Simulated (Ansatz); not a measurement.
Results of PBE-D4 (Ansatz, a first-principles code, PAW) for cubic perovskite CsPbI₃ (cubic high-temperature phase).

Settings: plane-wave cutoff 520 eV, 6×6×6 k mesh, Fermi–Dirac smearing 0.01 eV, scalar-relativistic PAW data made under PBE.

Computed at the level's own relaxed cell.

### Question
Estimate the equilibrium volume per atom, equilibrium lattice constant a, band gap and Γ–Γ gap that the calculation returns.

### Answer

- equilibrium volume per atom = 49.84 Å³/atom
- equilibrium lattice constant a = 6.293 Å
- band gap = 1.34 eV
- Γ–Γ gap = 4.30 eV

Note: the relaxation could not lower the start's symmetry, so the cell can be a saddle point above a distorted one.

Spin–orbit coupling is not included; with these elements it can move the gap by several tenths of an eV or more.

Cost on a shared machine: roughly 3 core-minutes.
